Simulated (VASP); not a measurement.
# CaO (Pm-3m) in VASP: notebook

One crystal, CaO, is run at these levels: PBE, r2SCAN; tasks: single point.

All numbers are computed with VASP 6.6.1; they aren't measurements. Logs are shortened: lines on timing, memory, paths and dates and some standing lists are left out, and cuts for length are marked.

## Step 1: The cell of the first run

It takes space group Pm-3m (No. 221, cubic). The conventional cell has a = 3.019 Å, b = 3.019 Å, c = 3.019 Å, α = 90.00°, β = 90.00°, γ = 90.00°. Ca (site symmetry m-3m) has 8 O at 2.61 Å as nearest neighbours. Around O (site symmetry m-3m) lie 8 Ca at 2.61 Å.

The cell was built by a generator and needn't be a form met in nature.

## Step 2: Single point, PBE (hydrostatic strain +4.0%)

Input file INCAR:

```
SYSTEM = CaO
PREC = Accurate
ENCUT = 520
EDIFF = 1E-6
ISMEAR = -1
SIGMA = 0.02
LREAL = .FALSE.
LASPH = .TRUE.
NELM = 100
ALGO = Fast
ISIF = 2
LWAVE = .FALSE.
LCHARG = .TRUE.
GGA = PE
LELF = .TRUE.
LVHAR = .TRUE.
NBANDS = 15
```

Input file KPOINTS:

```
regular mesh
0
G
  8 8 8
  0 0 0
```

Input file POSCAR:

```
CaO
1.0
    3.0187566816      0.0000000000      0.0000000000
    0.0000000000      3.0187566816      0.0000000000
    0.0000000000      0.0000000000      3.0187566816
Ca O
1 1
Direct
    0.0000000000      0.0000000000      0.0000000000
    0.5000000000      0.5000000000      0.5000000000
```

Potentials or basis: VASP PAW PBE potentials, release 64 (Ca_sv, O).

Started as:

```console
$ cat potpaw_PBE.64/Ca_sv/POTCAR potpaw_PBE.64/O/POTCAR > POTCAR
$ mpirun -np 1 vasp_std > vasp.out
```

OUTCAR:

```text
SYSTEM = CaO
   PREC = Accurate
   ENCUT = 520
   EDIFF = 1E-6
   ISMEAR = -1
   LREAL = .FALSE.
   LASPH = .TRUE.
   NELM = 100
   ISIF = 2
   GGA = PE

 ion  position               nearest neighbor table
   1  0.000  0.000  0.000-
   2  0.500  0.500  0.500-

  LATTYP: Found a simple cubic cell.
 ALAT       =     3.0187566816

  Lattice vectors:

 A1 = (   3.0187566816,   0.0000000000,   0.0000000000)
 A2 = (   0.0000000000,   3.0187566816,   0.0000000000)
 A3 = (   0.0000000000,   0.0000000000,   3.0187566816)

Analysis of symmetry for initial positions (statically):
=====================================================================
 Subroutine PRICEL returns:
 Original cell was already a primitive cell.

 Routine SETGRP: Setting up the symmetry group for a
 simple cubic supercell.

 Subroutine GETGRP returns: Found 48 space group operations
 (whereof 48 operations were pure point group operations)
 out of a pool of 48 trial point group operations.

The static configuration has the point symmetry O_h .

Analysis of symmetry for dynamics (positions and initial velocities):
=====================================================================
 Subroutine PRICEL returns:
 Original cell was already a primitive cell.

 Routine SETGRP: Setting up the symmetry group for a
 simple cubic supercell.

 Subroutine GETGRP returns: Found 48 space group operations
 (whereof 48 operations were pure point group operations)
 out of a pool of 48 trial point group operations.

The dynamic configuration has the point symmetry O_h .

 Subroutine INISYM returns: Found 48 space group operations
 (whereof 48 operations are pure point group operations),
 and found     1 'primitive' translations

----------------------------------------------------------------------------------------

                                     Primitive cell

  volume of cell :      27.5096

  direct lattice vectors                    reciprocal lattice vectors
     3.018756682  0.000000000  0.000000000     0.331262207  0.000000000  0.000000000
     0.000000000  3.018756682  0.000000000     0.000000000  0.331262207  0.000000000
     0.000000000  0.000000000  3.018756682     0.000000000  0.000000000  0.331262207

  length of vectors
     3.018756682  3.018756682  3.018756682     0.331262207  0.331262207  0.331262207

  position of ions in fractional coordinates (direct lattice)
     0.000000000  0.000000000  0.000000000
     0.500000000  0.500000000  0.500000000

  ion indices of the primitive-cell ions
   primitive index   ion index
                 1           1
                 2           2

----------------------------------------------------------------------------------------

 KPOINTS: regular mesh

Automatic generation of k-mesh.
 Grid dimensions read from file:
 generate k-points for:    8    8    8

 Generating k-lattice:

  Cartesian coordinates                     Fractional coordinates (reciprocal lattice)
     0.041407776  0.000000000  0.000000000     0.125000000  0.000000000  0.000000000
     0.000000000  0.041407776  0.000000000     0.000000000  0.125000000  0.000000000
     0.000000000  0.000000000  0.041407776     0.000000000  0.000000000  0.125000000

  Length of vectors
     0.041407776  0.041407776  0.041407776

  Shift w.r.t. Gamma in fractional coordinates (k-lattice)
     0.000000000  0.000000000  0.000000000

 Subroutine IBZKPT returns following result:
 ===========================================

 Found     35 irreducible k-points:

 Following reciprocal coordinates:
            Coordinates               Weight
  0.000000  0.000000  0.000000      1.000000
  0.125000  0.000000  0.000000      6.000000
  0.250000  0.000000  0.000000      6.000000
  0.375000  0.000000  0.000000      6.000000
  0.500000  0.000000  0.000000      3.000000
  0.125000  0.125000  0.000000     12.000000
[... 16 lines left out ...]
  0.375000  0.375000  0.125000     24.000000
  0.500000  0.375000  0.125000     24.000000
 [... further k-points ...]
   k-points           NKPTS =     35   k-points in BZ     NKDIM =     35   number of bands    NBANDS=     15
   number of dos      NEDOS =    301   number of ions     NIONS =      2
   total plane-waves  NPLWV =  13824
   dimension x,y,z NGX =    24 NGY =   24 NGZ =   24
   dimension x,y,z NGXF=    48 NGYF=   48 NGZF=   48
   ions per type =               1   1
   NGX,Y,Z   is equivalent  to a cutoff of  13.22, 13.22, 13.22 a.u.
   NGXF,Y,Z  is equivalent  to a cutoff of  26.43, 26.43, 26.43 a.u.
 SYSTEM =  CaO
   PREC   = accura    normal or accurate (medium, high low for compatibility)
   ISTART =      0    job   : 0-new  1-cont  2-samecut
   ICHARG =      2    charge: 1-file 2-atom 10-const
   ISPIN  =      1    spin polarized calculation?
   LNONCOLLINEAR =      F non collinear calculations
   LSORBIT =      F    spin-orbit coupling
   LASPH  =      T    aspherical Exc in radial PAW
   ENCUT  =  520.0 eV  38.22 Ry    6.18 a.u.   5.61  5.61  5.61*2*pi/ulx,y,z
   NELM   =    100;   NELMIN=  2; NELMDL= -5     # of ELM steps
   EDIFF  = 0.1E-05   stopping-criterion for ELM
   LREAL  =      F    real-space projection
   EDIFFG = 0.1E-04   stopping-criterion for IOM
   NSW    =      0    number of steps for IOM
   IBRION =     -1    ionic relax: 0-MD 1-quasi-New 2-CG
   NFREE  =      0    steps in history (QN), initial steepest desc. (CG)
   ISIF   =      2    stress and relaxation
   ISYM   =      2    0-nonsym 1-usesym 2-fastsym
   POTIM  = 0.5000    time-step for ionic-motion
   TEBEG  =    0.0;   TEEND  =   0.0 temperature during run
   PSTRESS=    0.0 pullay stress
   NELECT =      16.0000    total number of electrons
   NUPDOWN=      -1.0000    fix difference up-down
   EMIN   =  10.00;   EMAX   =-10.00  energy-range for DOS
   EFERMI =   0.00;   METHOD = LEGACY
   ISMEAR =    -1;   SIGMA  =   0.02  broadening in eV -4-tet -1-fermi 0-gaus
   EFERMI_NEDOS =   21; number of points for ismear=-14 and -15
   IALGO  =     68    algorithm
   IMIX   =      4    mixing-type and parameters
     AMIX     =   0.40;   BMIX     =  1.00
     AMIX_MAG =   1.60;   BMIX_MAG =  1.00
  volume/ion in A,a.u.               =      13.75        92.82
  Fermi-wavevector in a.u.,A,eV,Ry     =   1.366533  2.582372 25.407680  1.867412
  Thomas-Fermi vector in A             =   2.492665
   LORBIT       =      0    0 simple, 1 ext, 2 COOP (PROOUT), +10 PAW based schemes
   GGA     = PE    functional components
   LHFCALC =     F    Hartree Fock is set to
   AEXX    =    0.0000 exact exchange contribution
   IVDW    =     0    specifies the selected vdW correction
   LEPSILON=     F    determine dielectric tensor
   LRPA    =     F    only Hartree local field effects (RPA)
 non-spin polarized calculation
 RMM-DIIS sequential band-by-band and
  energy-cutoff  :      520.00
  volume of cell :       27.51
 maximum number of plane-waves:       768
 NGX is ok and might be reduce to    24
   NGX = 11   NGY = 11   NGZ = 11

 number of electron      16.0000000 magnetization

 Free energy of the ion-electron system (eV)
  ---------------------------------------------------
  ext. energy  EPLUGINS =         0.00000000
  ---------------------------------------------------
  free energy    TOTEN  =       -11.77798527 eV

  energy without entropy =      -11.77798527  energy(sigma->0) =      -11.77798527

 E-fermi :   3.8153     XC(G=0): -10.6674

 val. band max:        3.4107483024   @ k =   0.5000   0.5000   0.0000
 cond. band min:       6.1841204592   @ k =   0.0000   0.0000   0.0000
 fundamental gap:      2.7733721568
 Fermi energy:         3.8153444065

 k-point     1 :       0.0000    0.0000    0.0000
  band No.  band energies     occupation
      1     -36.1981      2.00000
      2     -16.7915      2.00000
      3     -16.7915      2.00000
      4     -16.7915      2.00000
      5     -12.7022      2.00000
      6       3.0978      2.00000
      7       3.0978      2.00000
      8       3.0978      2.00000
      9       6.1841      0.00000
     10       6.1841      0.00000
     11       7.3963      0.00000
     12      11.1682      0.00000
     13      11.1682      0.00000
     14      11.1682      0.00000
     15      21.3925      0.00000

 k-point     2 :       0.1250    0.0000    0.0000
  band No.  band energies     occupation
      1     -36.1823      2.00000
      2     -16.9601      2.00000
      3     -16.7790      2.00000
      4     -16.7790      2.00000
      5     -12.5684      2.00000
      6       2.4001      2.00000
      7       3.0473      2.00000
      8       3.0473      2.00000
      9       6.2941      0.00000
     10       6.7571      0.00000
     11       8.0377      0.00000
     12      11.1022      0.00000
     13      11.1022      0.00000
     14      11.2030      0.00000
     15      20.6809      0.00000

 k-point     3 :       0.2500    0.0000    0.0000
  band No.  band energies     occupation
      1     -36.1438      2.00000
      2     -17.3343      2.00000
      3     -16.7487      2.00000
      4     -16.7487      2.00000
      5     -12.2664      2.00000
      6       1.2001      2.00000
      7       2.9215      2.00000
      8       2.9215      2.00000
      9       6.5792      0.00000
     10       8.0541      0.00000
     11       9.3700      0.00000
     12      10.9733      0.00000
     13      10.9733      0.00000
     14      11.2886      0.00000
     15      19.1424      0.00000
[... 343 lines left out ...]
 k-point    23 :       0.3750    0.3750    0.1250
  band No.  band energies     occupation
      1     -36.0040      2.00000
      2     -17.4268      2.00000
      3     -17.3633      2.00000
      4     -16.7667      2.00000
      5     -12.0143      2.00000
      6       1.1627      2.00000
      7       1.4358      2.00000
      8       2.7482      2.00000
      9       7.7902      0.00000
     10       8.6019      0.00000
     11       9.8288      0.00000
     12      10.1953      0.00000
     13      11.0971      0.00000
     14      13.9213      0.00000
     15      17.3299      0.00000

 k-point    24 :       0.5000    0.3750    0.1250
  band No.  band energies     occupation
      1     -35.9890      2.00000
      2     -17.5055      2.00000
      3     -17.3522      2.00000
      4     -16.7538      2.00000
      5     -12.0232      2.00000
      6       1.0936      2.00000
      7       1.4278      2.00000
      8       2.7893      2.00000
      9       7.6975      0.00000
     10       8.4586      0.00000
     11       9.8248      0.00000
     12       9.9389      0.00000
     13      11.6331      0.00000
     14      15.5156      0.00000
     15      15.6026      0.00000

 [... further k-points ...]

------------------------ aborting loop because EDIFF is reached ----------------------------------------

  FORCE on cell =-STRESS in cart. coord.  units (eV):
  Direction    XX          YY          ZZ          XY          YZ          ZX
  --------------------------------------------------------------------------------------
  -------------------------------------------------------------------------------------
  Total       -1.2407195     -1.2407195     -1.2407195     -0.0000000      0.0000000      0.0000000
  in kB      -72.2603195    -72.2603195    -72.2603195     -0.0000000      0.0000000      0.0000000
  external PRESSURE =     -72.2603195 kB  Pullay stress =       0.0000000 kB

 VOLUME and BASIS-vectors are now :
 -----------------------------------------------------------------------------
  energy-cutoff  :      520.00
  volume of cell :       27.51
      direct lattice vectors                 reciprocal lattice vectors
     3.018756682  0.000000000  0.000000000     0.331262207  0.000000000  0.000000000
     0.000000000  3.018756682  0.000000000     0.000000000  0.331262207  0.000000000
     0.000000000  0.000000000  3.018756682     0.000000000  0.000000000  0.331262207

 POSITION                                       TOTAL-FORCE (eV/Angst)
 -----------------------------------------------------------------------------------
      0.00000      0.00000      0.00000         0.000000      0.000000      0.000000
      1.50938      1.50938      1.50938         0.000000      0.000000      0.000000
 -----------------------------------------------------------------------------------
    total drift:                                0.000000      0.000000     -0.000000

  FREE ENERGIE OF THE ION-ELECTRON SYSTEM (eV)
  ---------------------------------------------------
  free  energy   TOTEN  =       -11.7779852707 eV

  energy  without entropy=      -11.7779852706  energy(sigma->0) =      -11.77798527
```

Run time: 9.3 s. Hardware: 1 thread of Intel Xeon Platinum 8488C (Sapphire Rapids), shared host; peak memory 0.14 GiB.

What came out:

```yaml
Free_energy: -11.7780 eV
Pressure: -7.2 GPa
Band_gap_on_the_k_mesh: 2.77 eV, indirect (least direct gap 3.09 eV)
```

A k mesh can miss the band edges.

## Step 3: Single point, r2SCAN (shear_xy strain +5.2%)

Input file POSCAR:

```
CaO
1.0
    2.9032089648      0.0750479517      0.0000000000
    0.0750479517      2.9032089648      0.0000000000
    0.0000000000      0.0000000000      2.9032089648
Ca O
1 1
Direct
    0.0000000000      0.0000000000      0.0000000000
    0.5000000000      0.5000000000      0.5000000000
```

Input file INCAR.step1:

```
PREC = Accurate ; ENCUT = 520
ISMEAR = 0 ; SIGMA = 0.01
LREAL = False ; LASPH = True
NELM = 100 ; NBANDS = 15
GGA = PE ; ALGO = Normal
EDIFF = 1E-4 ; LWAVE = True
LCHARG = False
```

Input file INCAR.step2:

```
PREC = Accurate ; ENCUT = 520
EDIFF = 1E-6 ; ISMEAR = 0
SIGMA = 0.01 ; LREAL = False
LASPH = True ; NELM = 100
ALGO = Normal ; ISIF = 2
LWAVE = False ; LCHARG = False
METAGGA = R2SCAN ; LMIXTAU = True
NBANDS = 15 ; ISTART = 1
```

Input file KPOINTS:

```
regular mesh
0
Gamma
  8 8 8
```

Potentials or basis: VASP PAW PBE potentials, release 64 (Ca_sv, O).

Started as:

```console
$ cat potpaw_PBE.64/Ca_sv/POTCAR potpaw_PBE.64/O/POTCAR > POTCAR
$ cp INCAR.step1 INCAR
$ mpirun -np 1 vasp_std > vasp.out
$ cp INCAR.step2 INCAR
$ mpirun -np 1 vasp_std > vasp.out
```

Run time: 59 s. Hardware: 1 thread of Intel Xeon Platinum 8488C (Sapphire Rapids), shared host; peak memory 0.17 GiB.

Results (log left out):

```yaml
Free_energy: -18.5062 eV
Pressure: 1.4 GPa
Band_gap_on_the_k_mesh: 3.29 eV, indirect (least direct gap 3.57 eV)
```

Stress tensor (GPa, compression positive):
```
1.40 0.06 0.00
0.06 1.40 0.00
0.00 0.00 1.39
```

Levels at points of the mesh, in eV from the valence-band top:
| k point | band 5 | band 6 | band 7 | band 8 | band 9 | band 10 | band 11 | band 12 |
| --- | --- | --- | --- | --- | --- | --- | --- | --- |
| (0.00, 0.00, 0.00) | -17.41 | -0.32 | -0.30 | -0.28 | 3.29 | 3.31 | 6.08 | 9.04 |
| (0.50, 0.00, 0.00) | -16.14 | -3.78 | -0.81 | -0.81 | 4.33 | 7.78 | 8.78 | 8.88 |
| (0.50, 0.50, 0.00) | -16.73 | -2.26 | -2.02 | 0.00 | 4.47 | 5.41 | 7.12 | 7.30 |
| (0.00, 0.00, 0.50) | -16.14 | -3.78 | -1.01 | -0.58 | 4.31 | 7.75 | 8.48 | 9.18 |
| (0.50, 0.00, 0.50) | -16.74 | -2.14 | -2.14 | 0.00 | 4.46 | 5.35 | 7.25 | 7.26 |
| (0.50, 0.50, 0.50) | -16.20 | -3.49 | -3.46 | -3.42 | 8.36 | 8.64 | 8.94 | 10.61 |

Caveat: the PAW data sets were made with another functional, which shifts forces and pressure a little.
